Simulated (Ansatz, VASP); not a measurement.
# One calculation of Pt, two programs

File POSCAR:

```
Pt
1.0
    2.7969943295      0.0000000000      0.0000000000
   -1.3984971647      2.4222681435      0.0000000000
    0.0000000000      0.0000000000      4.8551956265
Pt
2
Direct
    0.3333333333      0.6666666667      0.2500000000
    0.6666666667      0.3333333333      0.7500000000
```

File INCAR.step1:

```
ALGO = Normal ; EDIFF = 1E-4
ENCUT = 520 ; GGA = PE
ISMEAR = -1 ; LASPH = True
LCHARG = False ; LREAL = False
LWAVE = True ; NBANDS = 17
NELM = 80 ; PREC = Accurate
SIGMA = 0.05
```

The input INCAR.step2:

```
ALGO = Normal ; EDIFF = 1E-6
ENCUT = 520 ; ISIF = 2
ISMEAR = -1 ; ISTART = 1
LASPH = True ; LCHARG = True
LELF = True ; LMIXTAU = True
LREAL = False ; LVHAR = True
LWAVE = False ; METAGGA = R2SCAN
NBANDS = 17 ; NELM = 80
PREC = Accurate ; SIGMA = 0.05
```

Contents of KPOINTS:

```
k-points
0
Gamma
  11 11 6
```

input.yaml

```yaml
crystal:
  lattice:
    - [2.7969943295, 0.0, 0.0]
    - [-1.3984971647, 2.4222681435, 0.0]
    - [0.0, 0.0, 4.8551956265]
  atoms:
    - { symbol: Pt, position: [0.3333333333, 0.6666666667, 0.25] }
    - { symbol: Pt, position: [0.6666666667, 0.3333333333, 0.75] }
hamiltonian:
  xc: r2scan
  pseudopotentials: { kind: paw }
kpoints:
  mp_grid: { grid: [11, 11, 6] }
scf:
  occupations: { method: fermi_dirac, width: 0.05 }
output:
  forces: true
  stress: true
  eigenvalues: true
```

This isn't the form of Pt at room conditions, which is fcc.

Alike in both runs: task single point; functional r2SCAN; k mesh 11 × 11 × 6; occupations fermi-dirac, width 0.05 eV; no spin polarisation.

|  | VASP | Ansatz |
| --- | --- | --- |
| version | VASP 6.6.1 | Ansatz 0.2.0 |
| potentials or method | VASP PAW PBE potentials, release 64 (Pt) | Ansatz PAW |
| plane-wave cutoff (eV) | 520 | 500 |
| valence electrons in the cell | 20 | 36 |

Ansatz gave:

```
gap on the k mesh at the Fermi level (eV)       : none
pressure (GPa)                                  : -14.3
largest component of the traceless stress (GPa) : 1.30
```

Q: Which values does VASP return?

A: gap on the k mesh at the Fermi level (eV): none; pressure (GPa): -13.9; largest component of the traceless stress (GPa): 1.11.

A gap of «none» marks a metal or a gap that the smearing closes. The two sets of potentials don't hold the same shells in valence.

Caveats: the PAW data sets were made with another functional, which shifts forces and pressure a little (VASP); the PAW data sets come from PBE, with cores solved anew for the run's functional, which leaves a small shift of forces and pressure (Ansatz). The runs have no spin-orbit coupling, so splittings on Pt are missing.
